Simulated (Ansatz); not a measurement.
What does this script print? It uses Ansatz's Python interface.

Script `aln.py`:
```python
"""Taking single terms out of the free energy of AlN."""

import ansatz as az


def main() -> None:
    structure = (
        az.Lattice.from_parameters(2.784587, 2.784587, 2.784587, alpha=60.0, beta=60.0, gamma=60.0)
        .atom("Al", [0.0, 0.0, 0.0])
        .atom("N", [0.5, 0.5, 0.5])
    )

    calc = structure.calculation().kpoints(8, 8, 8, center="gamma").occupations("Fixed")
    with_term = calc.functional("rpbe", dispersion="d3bjatm").basis(380).cutoff_correction(630).run(threads=1).report
    without = calc.functional("rpbe").basis(380).run(threads=1).report
    finer = calc.functional("rpbe").basis(630).run(threads=1).report
    removed = az.free_energy_without(with_term, az.EnergyTerm.DISPERSION)
    print(f"dispersion term            {with_term['components']['e_disp']:.5f} eV")
    print(f"F less dispersion          {removed:.5f} eV, run without it {without['free_energy_ev']:.5f} eV")
    print(f"F less smearing term       {az.free_energy_without(without, az.EnergyTerm.SMEARING):.5f} eV")
    print(f"estimated gain to 630 eV   {with_term['cutoff_correction']['energy_ev']:.5f} eV, found {finer['free_energy_ev'] - without['free_energy_ev']:.5f} eV")


if __name__ == "__main__":
    main()
```

```console
$ python aln.py
DeckWarning: basis.ecutwfc = 380 eV is below the records' recommended 420 eV, and the density's cutoff is lower with it unless basis.ecutrho_ratio is high enough to keep the records' density cutoff: compare with a run at a higher cutoff
dispersion term            -3.23047 eV
F less dispersion          -928.03569 eV, run without it -928.03569 eV
F less smearing term       -928.03569 eV
estimated gain to 630 eV   -0.02361 eV, found -0.02386 eV
```
(Warnings from the package without file and line.)

Notes:
- Total energies depend on the potentials; only differences at equal settings carry meaning. A total without «per atom» is that of the cell as typed.
- The cutoff lies under the one recommended for these potentials in some of the runs.
- This is a high-temperature or high-pressure form, not the ambient phase.
- The structure is a deposited one; some such entries were measured under pressure or heat, so a shift against it needn't be the functional's error alone.
- Finished in 2.5 s on 1 thread of Arm Neoverse V1, with other jobs on the host, peak memory 0.31 GiB.

(Lines on the test bed's own set-up are left out of the output.)
